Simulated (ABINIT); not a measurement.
MgB2:

```
Mg B
1.0
     3.08500    0.00000    0.00000
    -1.54250    2.67169    0.00000
     0.00000    0.00000    3.52300
Mg B
1 2
Direct
  0.00000 0.00000 0.00000
  0.66667 0.33333 0.50000
  0.33333 0.66667 0.50000
```

Base run:

| Quantity | Value |
| --- | --- |
| Program | ABINIT 10.8.3 (patched build) |
| Functional | PW91 |
| Potentials or basis | JTH PAW PBE v2.0 |
| Cutoff | 517 eV |
| k mesh | 10 × 10 × 8 |
| Occupations | fermi-dirac, width 0.05 eV |
| Spin | no spin polarisation |

Its results: band gap on the k mesh none (metal or under the smearing width); pressure -1.4 GPa.

Question: After a change of settings the same cell gave: band gap on the k mesh none (metal or under the smearing width); pressure 1.8 GPa. Which change was it?
A. functional from PW91 to PBEsol; k mesh from 10 × 10 × 8 to 8 × 8 × 6
B. functional from PW91 to PBE
C. functional from PW91 to RPBE
D. functional from PW91 to BP86

Answer: C.

RPBE binds less tightly than PW91, so the same cell stands under more pressure.

Caveats: the PAW data sets were made with another functional, which shifts forces and pressure a little.

Not every run made on this cell is shown here.
